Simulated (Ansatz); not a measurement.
A run of Ansatz 0.2.0 is set up as follows.

input.yaml

```yaml
crystal:
  lattice:
    - [0.0, 2.77, 2.77]
    - [2.77, 0.0, 2.77]
    - [2.77, 2.77, 0.0]
  atoms:
    - { symbol: Te, position: [0.75, 0.75, 0.75] }
    - { symbol: Be, position: [0.0, 0.0, 0.0] }
hamiltonian:
  xc: revpbe
  pseudopotentials: { kind: paw }
kpoints:
  mp_grid: { grid: [8, 8, 8] }
scf:
  occupations: { method: fermi_dirac, width: 0.05 }
output:
  forces: true
  stress: true
  write_density: true
  write_potential: true
  elf: true
  volumetric_format: npy
relax:
  f_tol: 0.01
  max_steps: 40
  cell: { stress_tol: 0.05 }
```

Potentials or basis: Ansatz PAW.

The run is started by

```console
$ ansatz run input.yaml --threads 2 --pin off --max-ram 5632MiB --backend cpu --events-out ev --progress --plain --runs-dir out
```

Question: Predict the relaxed cell.

Answer: a = 4.034 Å, b = 4.034 Å, c = 4.034 Å, α = 60.00°, β = 60.00°, γ = 60.00°.

Question: What does it give for the relaxed volume?

Answer: 23.20 Å³/atom.

The path:
```
step  energy change (eV)  largest force (eV/Å)  volume (Å³)
   1              0.0000                0.0000        42.51
   2             -0.0584                0.0000        47.53
   3             -0.0628                0.0000        46.55
   4             -0.0629                0.0000        46.41
   5             -0.0635                0.0000        46.41
```

Caveat: the plane-wave basis is chosen anew once the cell has moved, so the energies of steps on either side of that aren't comparable; the PAW data sets come from PBE, with cores solved anew for the run's functional, which leaves a small shift of forces and pressure. Zero-point motion and thermal expansion aren't in these numbers.
